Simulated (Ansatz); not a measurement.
# Ni (Fm-3m): energies of magnetic orders

Which of a few magnetic orders of Ni (Fm-3m) is lowest at one geometry? The run doesn't test whether this is the element's stable form.

Method: DFT PBE, scalar-relativistic, plane waves, PAW, in Ansatz 0.2.0.

1 further run of the same task is left out (it didn't finish).

**1. The system as given**

The structure is cubic, space group Fm-3m (No. 225). Conventional cell: a = 3.519 Å, b = 3.519 Å, c = 3.519 Å, α = 90.00°, β = 90.00°, γ = 90.00°. Ni (site symmetry m-3m) has 12 Ni at 2.49 Å as nearest neighbours.

Coordinates:

```cif
data_structure
_symmetry_space_group_name_H-M 'Fm-3m'
_symmetry_Int_Tables_number 225
_cell_length_a 3.5186
_cell_length_b 3.5186
_cell_length_c 3.5186
_cell_angle_alpha 90.000
_cell_angle_beta 90.000
_cell_angle_gamma 90.000
_cell_volume 43.56
loop_
_atom_site_label
_atom_site_type_symbol
_atom_site_symmetry_multiplicity
_atom_site_Wyckoff_symbol
_atom_site_fract_x
_atom_site_fract_y
_atom_site_fract_z
_atom_site_occupancy
Ni1 Ni 4 a 0.00000 0.00000 0.00000 1
```

This cell comes from an earlier session at PBE: 10.891 Å³/atom at 0.00 GPa, on a 22×22×22 mesh.

**2. Ferromagnetic, larger cell**

input.yaml reads:

```yaml
crystal:
  lattice:
    - [0.0, 1.7593096198, -1.7593096198]
    - [0.0, 1.7593096198, 1.7593096198]
    - [3.5186192396, 0.0, 0.0]
  atoms:
    - { symbol: Ni, position: [0.0, 0.0, 0.0], spin: 0.8 }
    - { symbol: Ni, position: [0.5, 0.5, 0.5], spin: 0.8 }
basis:
  ecutwfc: 420
  ecutrho_ratio: 4
kpoints:
  mp_grid: { grid: [14, 14, 10] }
hamiltonian:
  xc: pbe
scf:
  occupations: { method: gaussian, width: 0.05 }
  lower_state_search: "off"
output:
  forces: true
  stress: true
  eigenvalues: true
  populations: true
magnetization:
  spin_polarized: true
```

Run with:

```sh
$ ansatz run input.yaml --threads 1 --pin off --max-ram 2560MiB --backend cpu --events-out ev --progress --plain --runs-dir out
```

Log, shortened:

```text
Warning: RAYON_NUM_THREADS=1 ignored (pool sized by the plan → 1); use --threads N
[...]
Pseudopotentials: kind: paw
Pseudopotential: Ni, paw, valence charge 18, recommended cutoff 420 eV (normal), Ni.paw.azcp
Functional definition: PBE
[...]
Crystal: 2 atoms, lattice volume = 21.781 Å³
Basis set: ecut = 420 eV, 403 PW (Γ), exchange–correlation on 36×36×48 points (8 copies of the dense FFT grid, shifted against one another)
Bands: 23, of which v1, the nominal top of the filled ones, is band 18 counted from 1 (17 counted from 0)
Symmetry: 32 space group operations
Space group: Fm-3m (ITA 225), of the structure as read, at distance tolerance 2.8e-5 Å
Magnetic group: BNS 225.116 (UNI 1618), of the structure as read, at distance tolerance 2.8e-5 Å
k-points: 216 of 1960
[...]
Starting moments: Σ|m| = 1.6 μB on 2 of 2 sites
[...]
SCF iter   1: F=—  HF=-11679.401194 eV  |F-HF|=—  |Δ(HF+E_count)|=         —  Δρ=2.17e-2 (↑1.65e-2 ↓2.17e-2)  dr2=9.25e-2  dr2_m=1.73e-2  M=1.281 μB ∫|m|=1.350 μB  β_m=0.30  ethr=2.58e-4  ⟨swp⟩=1.0  Hψ=49860  notcnv=0
[...]
spin-set hold released at iteration 14 (site moments contracting): the magnetisation degrees of freedom join the quasi-Newton model from the next iteration; the mixer history was flushed
[...]
SCF iter  20: F=-11679.441764 eV  HF=-11679.441764 eV  |F-HF|=1.83e-9  |Δ(HF+E_count)|=  4.18e-11  Δρ=4.35e-6 (↑7.38e-7 ↓4.35e-6)  dr2=2.10e-9  dr2_m=1.04e-9  M=1.250 μB ∫|m|=1.437 μB  ethr=2.78e-10  ⟨swp⟩=3.9  Hψ=31679  notcnv=0
[...]
SCF converged after 20 iterations
Magnetization: 1.2500 μB (18.6250 up, 17.3750 down)
Absolute magnetization: 1.4391 μB (∫|ρ↑−ρ↓|, with the PAW one-centre terms)
Spin contamination: 0.0141 ħ² per cell (⟨S²⟩ above its minimum at these occupations)
Per-site moments (μB) at R_I (Å): [(0.6647668858040834, 1.0263163039530283), (0.6647668858040833, 1.0263163039530283)]
Free energy (F): -11679.441764 eV
[...]
E sigma→0 (E₀):  -11679.439559 eV
Entropy (-TS):   -0.004410 eV (-2.205 meV/atom)
Fermi energy:    18.174570 eV
[...]
--- Forces (eV/Å), atoms counted from 1 ---
  atom   1  Ni     0.00000000    -0.00000000    -0.00000000
  atom   2  Ni     0.00000000     0.00000000     0.00000000
[...]
--- Stress (GPa, compression-positive) ---
       -0.091647      -0.000000       0.000000
       -0.000000      -0.160582       0.000000
        0.000000       0.000000      -0.160582
  P = ⅓ Tr σ = -0.1376 GPa (-1.376 kbar)
--- Band table (eV; the first three rows and the last of 432) ---
  k-point 0 ↑: bands = ["-85.5089", "-85.4645", "-45.9738", "-45.8475", "-45.8475", "-45.7679", "-45.7658", "-45.7658", "9.0442", "13.4663", "13.9240", "15.7013", "15.7013", "15.7027", "16.8958", "16.8979", "17.6137", "17.6803", "17.6803", "20.5086", "27.2996", "32.8868", "32.8868"]
[...]
--- Löwdin populations: 2 sites ---
  site symbol       q [e]    m [muB]
     0     Ni     17.7783     0.6554
     1     Ni     17.7783     0.6554
  spilling = 0.012314 (of n_electrons = 36.000000)
```

Wall time 50 s (1 thread of Intel Xeon at 2.50GHz (Skylake/Cascade Lake), shared host); peak memory 0.45 GiB.

Result: volume 10.891 Å³/atom, pressure -0.14 GPa, metallic, moments in the atoms' spheres Ni 0.66 μB.

**3. Antiferromagnetic, propagation vector (1, 0, 0)**

input.yaml: that of step 2 with these lines changed.

```diff
@@ -7,3 +7,3 @@
     - { symbol: Ni, position: [0.0, 0.0, 0.0], spin: 0.8 }
-    - { symbol: Ni, position: [0.5, 0.5, 0.5], spin: 0.8 }
+    - { symbol: Ni, position: [0.5, 0.5, 0.5], spin: -0.8 }
 basis:
```

Run with:

```sh
$ ansatz run input.yaml --threads 1 --pin off --max-ram 2560MiB --backend cpu --events-out ev --progress --plain --runs-dir out
```

Log, shortened:

```text
Warning: RAYON_NUM_THREADS=1 ignored (pool sized by the plan → 1); use --threads N
[...]
[... 3 set-up lines as earlier in the session ...]
[...]
Crystal: 2 atoms, lattice volume = 21.781 Å³
Basis set: ecut = 420 eV, 403 PW (Γ), exchange–correlation on 36×36×48 points (8 copies of the dense FFT grid, shifted against one another)
Bands: 23, of which v1, the nominal top of the filled ones, is band 18 counted from 1 (17 counted from 0)
Symmetry: 16 space group operations
Space group: P4/mmm (ITA 123), of the structure as read, at distance tolerance 2.8e-5 Å
Magnetic group: BNS 123.350 (UNI 1010), of the structure as read, at distance tolerance 2.8e-5 Å
k-points: 216 of 1960
[...]
Starting moments: Σ|m| = 1.6 μB on 2 of 2 sites
[...]
Absolute magnetization: 0.4144 μB (∫|ρ↑−ρ↓|, with the PAW one-centre terms)
Spin contamination: 0.1969 ħ² per cell (⟨S²⟩ above its minimum at these occupations)
Per-site moments (μB) at R_I (Å): [(0.203989000416304, 1.0263163039530283), (-0.203989000416304, 1.0263163039530283)]
Free energy (F): -11679.327774 eV
[...]
E sigma→0 (E₀):  -11679.323557 eV
Entropy (-TS):   -0.008434 eV (-4.217 meV/atom)
Fermi energy:    17.962865 eV
[...]
--- Forces (eV/Å), atoms counted from 1 ---
  atom   1  Ni     0.00000000     0.00000000     0.00000000
  atom   2  Ni     0.00000000     0.00000000    -0.00000000
[...]
--- Stress (GPa, compression-positive) ---
       -1.453149      -0.000000       0.000000
       -0.000000      -0.821179      -0.000000
        0.000000      -0.000000      -0.821179
  P = ⅓ Tr σ = -1.0318 GPa (-10.318 kbar)
--- Band table (eV; the first three rows and the last of 432) ---
[... band rows left out ...]
[...]
--- Löwdin populations: 2 sites ---
  site symbol       q [e]    m [muB]
     0     Ni     17.7809     0.1956
     1     Ni     17.7809    -0.1956
  spilling = 0.012171 (of n_electrons = 36.000000)
```

Run time: 27 s. Hardware: 1 thread of Intel Xeon at 2.50GHz (Skylake/Cascade Lake), shared host; peak memory 0.44 GiB.

This gives: volume 10.891 Å³/atom, pressure -1.03 GPa, no gap, moments in the atoms' spheres Ni 0.20, -0.20 μB.

In this order, neighbours among magnetic atoms: 4 of 12 parallel, 6 of 6 parallel (shell by shell, nearest first).

**4. Ferromagnetic, larger cell**

input.yaml reads:

```yaml
crystal:
  lattice:
    - [-1.7593096198, -1.7593096198, 3.5186192396]
    - [-3.5186192396, -1.7593096198, 1.7593096198]
    - [-1.7593096198, -3.5186192396, 1.7593096198]
  atoms:
    - { symbol: Ni, position: [0.0, 0.0, 0.0], spin: 0.8 }
    - { symbol: Ni, position: [0.5, 0.5, 0.5], spin: 0.8 }
basis:
  ecutwfc: 420
  ecutrho_ratio: 4
kpoints:
  mp_grid: { grid: [16, 16, 16] }
hamiltonian:
  xc: pbe
scf:
  occupations: { method: gaussian, width: 0.05 }
  lower_state_search: "off"
output:
  forces: true
  stress: true
  eigenvalues: true
  populations: true
magnetization:
  spin_polarized: true
```

Run with:

```sh
$ ansatz run input.yaml --threads 1 --pin off --max-ram 2560MiB --backend cpu --events-out ev --progress --plain --runs-dir out
```

Log, shortened:

```text
Warning: RAYON_NUM_THREADS=1 ignored (pool sized by the plan → 1); use --threads N
[...]
[... 3 set-up lines as earlier in the session ...]
[...]
Crystal: 2 atoms, lattice volume = 21.781 Å³
Basis set: ecut = 420 eV, 391 PW (Γ), FFT grids on a1−a3, a2−a3, a3, exchange–correlation on 36×36×60 points (8 copies of the dense FFT grid, shifted against one another)
Bands: 23, of which v1, the nominal top of the filled ones, is band 18 counted from 1 (17 counted from 0)
Symmetry: 24 space group operations
[... 1 set-up line as earlier in the session ...]
Magnetic group: BNS 225.116 (UNI 1618), of the structure as read, at distance tolerance 2.8e-5 Å
k-points: 417 of 4096
[...]
Starting moments: Σ|m| = 1.6 μB on 2 of 2 sites
[...]
Absolute magnetization: 1.4229 μB (∫|ρ↑−ρ↓|, with the PAW one-centre terms)
Spin contamination: 0.0139 ħ² per cell (⟨S²⟩ above its minimum at these occupations)
Per-site moments (μB) at R_I (Å): [(0.6575520676426271, 1.0263163039530283), (0.657552067642627, 1.0263163039530283)]
Free energy (F): -11679.443705 eV
[...]
E sigma→0 (E₀):  -11679.441694 eV
Entropy (-TS):   -0.004022 eV (-2.011 meV/atom)
Fermi energy:    18.176178 eV
[...]
--- Forces (eV/Å), atoms counted from 1 ---
  atom   1  Ni    -0.00000000     0.00000000     0.00000000
  atom   2  Ni    -0.00000000    -0.00000000     0.00000000
[...]
--- Stress (GPa, compression-positive) ---
       -0.206435       0.079703      -0.079703
        0.079703      -0.206435      -0.079703
       -0.079703      -0.079703      -0.206435
  P = ⅓ Tr σ = -0.2064 GPa (-2.064 kbar)
--- Band table (eV; the first three rows and the last of 834) ---
[... band rows left out ...]
[...]
--- Löwdin populations: 2 sites ---
  site symbol       q [e]    m [muB]
     0     Ni     17.7785     0.6484
     1     Ni     17.7785     0.6484
  spilling = 0.012308 (of n_electrons = 36.000000)
```

Run time: 88 s. Hardware: 1 thread of Intel Xeon at 2.50GHz (Skylake/Cascade Lake), shared host; peak memory 0.55 GiB.

Result: volume 10.891 Å³/atom, pressure -0.21 GPa, a metal on this mesh, moments in the atoms' spheres Ni 0.66 μB.

**5. Antiferromagnetic, propagation vector (1/2, 1/2, -1/2)**

input.yaml: that of step 4 with these lines changed.

```diff
@@ -7,3 +7,3 @@
     - { symbol: Ni, position: [0.0, 0.0, 0.0], spin: 0.8 }
-    - { symbol: Ni, position: [0.5, 0.5, 0.5], spin: 0.8 }
+    - { symbol: Ni, position: [0.5, 0.5, 0.5], spin: -0.8 }
 basis:
```

Run with:

```sh
$ ansatz run input.yaml --threads 1 --pin off --max-ram 2560MiB --backend cpu --events-out ev --progress --plain --runs-dir out
```

Log, shortened:

```text
Warning: RAYON_NUM_THREADS=1 ignored (pool sized by the plan → 1); use --threads N
[...]
[... 3 set-up lines as earlier in the session ...]
[...]
Crystal: 2 atoms, lattice volume = 21.781 Å³
Basis set: ecut = 420 eV, 391 PW (Γ), FFT grids on a1−a3, a2−a3, a3, exchange–correlation on 36×36×60 points (8 copies of the dense FFT grid, shifted against one another)
Bands: 23, of which v1, the nominal top of the filled ones, is band 18 counted from 1 (17 counted from 0)
Symmetry: 12 space group operations
Space group: R-3m (ITA 166), of the structure as read, at distance tolerance 2.8e-5 Å
Magnetic group: BNS 166.102 (UNI 1332), of the structure as read, at distance tolerance 2.8e-5 Å
k-points: 417 of 4096
[...]
Starting moments: Σ|m| = 1.6 μB on 2 of 2 sites
[...]
Absolute magnetization: 0.6173 μB (∫|ρ↑−ρ↓|, with the PAW one-centre terms)
Spin contamination: 0.2642 ħ² per cell (⟨S²⟩ above its minimum at these occupations)
Per-site moments (μB) at R_I (Å): [(0.3009363653550072, 1.0263163039530283), (-0.3009363653550072, 1.0263163039530283)]
Free energy (F): -11679.331296 eV
[...]
E sigma→0 (E₀):  -11679.327509 eV
Entropy (-TS):   -0.007575 eV (-3.787 meV/atom)
Fermi energy:    17.990793 eV
[...]
--- Forces (eV/Å), atoms counted from 1 ---
  atom   1  Ni     0.00000000     0.00000000    -0.00000000
  atom   2  Ni    -0.00000000    -0.00000000     0.00000000
[...]
--- Stress (GPa, compression-positive) ---
       -0.833129       0.318445      -0.318445
        0.318445      -0.833129      -0.318445
       -0.318445      -0.318445      -0.833129
  P = ⅓ Tr σ = -0.8331 GPa (-8.331 kbar)
--- Band table (eV; the first three rows and the last of 834) ---
[... band rows left out ...]
[...]
--- Löwdin populations: 2 sites ---
  site symbol       q [e]    m [muB]
     0     Ni     17.7803     0.2879
     1     Ni     17.7803    -0.2879
  spilling = 0.012206 (of n_electrons = 36.000000)
```

It took 60 s on 1 thread of Intel Xeon at 2.50GHz (Skylake/Cascade Lake), shared host; peak memory 0.53 GiB.

This gives: volume 10.891 Å³/atom, pressure -0.83 GPa, no gap, moments in the atoms' spheres Ni 0.30, -0.30 μB.

In this order, neighbours among magnetic atoms: 6 of 12 parallel, 0 of 6 parallel (shell by shell, nearest first).

**6. No spin polarisation**

input.yaml reads:

```yaml
crystal:
  lattice:
    - [0.0, 1.7593096198, 1.7593096198]
    - [1.7593096198, 0.0, 1.7593096198]
    - [1.7593096198, 1.7593096198, 0.0]
  atoms:
    - { symbol: Ni, position: [0.0, 0.0, 0.0] }
basis:
  ecutwfc: 420
  ecutrho_ratio: 4
kpoints:
  mp_grid: { grid: [22, 22, 22] }
hamiltonian:
  xc: pbe
scf:
  occupations: { method: gaussian, width: 0.05 }
output:
  forces: true
  stress: true
  eigenvalues: true
```

Run with:

```sh
$ ansatz run input.yaml --threads 1 --pin off --max-ram 2560MiB --backend cpu --events-out ev --progress --plain --runs-dir out
```

Log, shortened:

```text
Warning: RAYON_NUM_THREADS=1 ignored (pool sized by the plan → 1); use --threads N
[...]
[... 3 set-up lines as earlier in the session ...]
[...]
Crystal: 1 atoms, lattice volume = 10.891 Å³
Basis set: ecut = 420 eV, 181 PW (Γ), exchange–correlation on 36×36×36 points (8 copies of the dense FFT grid, shifted against one another)
Bands: 13, of which v1, the nominal top of the filled ones, is band 9 counted from 1 (8 counted from 0)
Symmetry: 48 space group operations
Space group: Fm-3m (ITA 225), of the structure as read, at distance tolerance 2.2e-5 Å
k-points: 328 of 10648
[...]
SCF iter   1: F=—  HF=-5839.661585 eV  |F-HF|=—  |Δ(HF+E_count)|=         —  Δρ=4.16e-3  dr2=2.78e-4  ethr=1.77e-3  ⟨swp⟩=5.7  Hψ=23401  notcnv=0
[...]
SCF iter   6: F=-5839.661506 eV  HF=-5839.661506 eV  |F-HF|=6.92e-8  |Δ(HF+E_count)|=   5.97e-9  Δρ=3.59e-5  dr2=7.16e-8  ethr=5.56e-10  ⟨swp⟩=4.7  Hψ=16844  notcnv=0
[...]
SCF converged after 6 iterations
Free energy (F): -5839.661506 eV
[...]
E sigma→0 (E₀):  -5839.658514 eV
Entropy (-TS):   -0.005985 eV (-5.985 meV/atom)
Fermi energy:    17.949393 eV
[...]
--- Forces (eV/Å), atoms counted from 1 ---
  atom   1  Ni     0.00000000     0.00000000    -0.00000000
[...]
--- Stress (GPa, compression-positive) ---
       -1.329210      -0.000000       0.000000
        0.000000      -1.329210       0.000000
        0.000000      -0.000000      -1.329210
  P = ⅓ Tr σ = -1.3292 GPa (-13.292 kbar)
--- Band table (eV; the first three rows and the last of 328) ---
  k-point 0: bands = ["-85.0701", "-45.3376", "-45.3376", "-45.3376", "9.0219", "16.0987", "16.0987", "16.0987", "17.2082", "17.2082", "41.5589", "45.5979", "45.5979"]
[...]
```

It took 7.2 s on 1 thread of Intel Xeon at 2.50GHz (Skylake/Cascade Lake), shared host; peak memory 0.35 GiB.

Read off: volume 10.891 Å³/atom, pressure -1.33 GPa, metallic.

**7. The orders side by side**

Orders of one name are numbered as they were run above.

```csv
order,above the lowest (meV/atom),largest moment (μB),pressure (GPa),gap on the mesh (eV),order kept
ferromagnetic,0.0,0.69,0.0,0.00,yes
"antiferromagnetic, propagation vector (1, 0, 0)",58.0,0.20,-1.0,0.00,yes
"antiferromagnetic, propagation vector (1/2, 1/2, -1/2)",57.1,0.30,-0.8,0.00,yes
no spin polarisation,63.0,0.00,-1.3,0.00,yes
```

The first row is the run of the earlier session that started with parallel moments (-5839.7215 eV/atom). A larger cell is measured against the parallel state in that same cell where that was run, so that mesh errors cancel.

**8. Outcome**

| quantity | value |
| --- | --- |
| orders tried | 4 |
| lowest | ferromagnetic |
| largest moment there | 0.69 μB |
| next above it | antiferromagnetic, propagation vector (1/2, 1/2, -1/2), 57.1 meV/atom |

Of the orders that kept their pattern, the lowest is: ferromagnetic. The next lies 57.1 meV/atom higher. Under stress at this geometry, and so lower once relaxed: antiferromagnetic, propagation vector (1, 0, 0) (-1.0 GPa); no spin polarisation (-1.3 GPa). Only these orders were tried, at zero temperature; the one found in experiment may not be among them.
